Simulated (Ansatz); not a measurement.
**Trial inputs on Fe**

All trials start from this Ansatz input:

```yaml
crystal:
  lattice:
    - [-1.4315177495, 1.4315177495, 1.4315177495]
    - [1.4315177495, -1.4315177495, 1.4315177495]
    - [1.4315177495, 1.4315177495, -1.4315177495]
  atoms:
    - { symbol: Fe, position: [0.0, 0.0, 0.0], spin: 4.0 }
basis:
  ecutwfc: 420
kpoints:
  mp_grid: { grid: [8, 8, 8] }
hamiltonian:
  xc: pbe
scf:
  occupations: { method: gaussian, width: 0.1 }
  lower_state_search: "off"
output:
  forces: true
  stress: true
  eigenvalues: true
  populations: true
magnetization:
  spin_polarized: true
```

Command:

```bash
ansatz run input.yaml --threads 1 --pin off --max-ram 1331MiB --backend cpu --events-out ev --progress --plain --runs-dir out
```

The run converges in 10 SCF iterations on 29 irreducible k-points: pressure -3.02 GPa, no gap, cell moment 2.35 μB.

These settings were drawn at random to show what each does; none of the numbers is a converged property of the crystal. Each trial's input is given as a difference from the reference's; energies are extrapolated to zero smearing where there is one, and pressure is positive in compression. Charged cells sit in a uniform background, and their pressures hang on that convention.

Problem. Trial 1:

```diff
 basis:
-  ecutwfc: 420
+  ecutwfc: "18 Ry"
+  ecutrho_ratio: 5
 kpoints:
-  mp_grid: { grid: [8, 8, 8] }
+  mp_grid: { grid: [2, 1, 9] }
+  band_path: { path: [VBM, CBM], npoints: 5 }
```

How does this run end?

Solution. The run converges in 9 SCF iterations on 10 irreducible k-points: energy 2.75 eV per atom above the reference, pressure 34.11 GPa (unreliable at so low a cutoff), no gap, cell moment 3.00 μB. It warns that the cutoff lies under the recommended one, 420 eV for these potentials; that the mesh lowers the symmetry.

Problem. Trial 2 (strained):

```diff
 crystal:
   lattice:
-    - [-1.4315177495, 1.4315177495, 1.4315177495]
-    - [1.4315177495, -1.4315177495, 1.4315177495]
-    - [1.4315177495, 1.4315177495, -1.4315177495]
+    - [-1.455350996, 1.4208034715, 1.4180298461]
+    - [1.4434927245, -1.444113885, 1.4294819881]
+    - [1.4519133192, 1.4406762082, -1.4413402596]
+total_charge: 0.25
 kpoints:
-  mp_grid: { grid: [8, 8, 8] }
+  mp_grid: { grid: [2, 2, 2], shift: [0.5, 0.5, 0.5] }
 hamiltonian:
-  xc: pbe
+  xc: rpbe
 scf:
+  mixing: { ndim: 20 }
+  max_iter: 75
```

How does this run end?

Solution. The run converges in 38 SCF iterations on 4 irreducible k-points: pressure 50.60 GPa (with the neutralising background of the charged cell), no gap, cell moment 3.25 μB.

Problem. Trial 3:

```diff
 basis:
+  ecutrho_ratio: 4
```

How does this run end?

Solution. The run converges in 10 SCF iterations on 29 irreducible k-points: the reference's energy to 0.01 meV per atom, pressure -3.02 GPa, no gap, cell moment 2.35 μB.

Problem. Trial 4:

```diff
 hamiltonian:
-  xc: pbe
+  xc: rpbe
 scf:
-  lower_state_search: "off"
+  lower_state_search: standard
```

What does the program give?

Solution. The run converges in 10 SCF iterations on 29 irreducible k-points: pressure 2.35 GPa, no gap, cell moment 2.35 μB.

Problem. Trial 5:

```diff
 basis:
-  ecutwfc: 420
+  ecutwfc: "12 Ha"
 kpoints:
-  mp_grid: { grid: [8, 8, 8] }
+  mp_grid: { grid: [4, 2, 2], shift: [0.5, 0.5, 0.5] }
 output:
+  bader: true
```

What does the program give?

Solution. The run converges in 10 SCF iterations on 4 irreducible k-points: energy 134 meV per atom above the reference, pressure 4.07 GPa, no gap, cell moment 2.50 μB. It warns that the cutoff lies under the recommended one, 420 eV for these potentials; that the mesh lowers the symmetry.

Problem. Trial 6:

```diff
 basis:
-  ecutwfc: 420
+  ecutwfc: 640
 scf:
+  max_iter: 40
```

What does the program give?

Solution. The run converges in 10 SCF iterations on 29 irreducible k-points: energy 3.57 meV per atom below the reference, pressure -3.06 GPa, no gap, cell moment 2.35 μB.

Problem. Trial 7:

```diff
 basis:
-  ecutwfc: 420
+  ecutwfc: "13 Ha"
```

How does this run end?

Solution. The run converges in 10 SCF iterations on 29 irreducible k-points: energy 23.7 meV per atom above the reference, pressure -2.98 GPa, no gap, cell moment 2.35 μB. It warns that the cutoff lies under the recommended one, 420 eV for these potentials.

Problem. Trial 8:

```diff
 basis:
+  ecutrho_ratio: 10
 kpoints:
-  mp_grid: { grid: [8, 8, 8] }
+  mp_grid: { grid: [5, 1, 7], shift: [0.25, 0.25, 0.25] }
```

What happens?

Solution. The run converges in 10 SCF iterations on 35 irreducible k-points: energy 97.5 meV per atom below the reference, pressure -2.93 GPa, no gap, cell moment 2.39 μB. It warns that the mesh lowers the symmetry.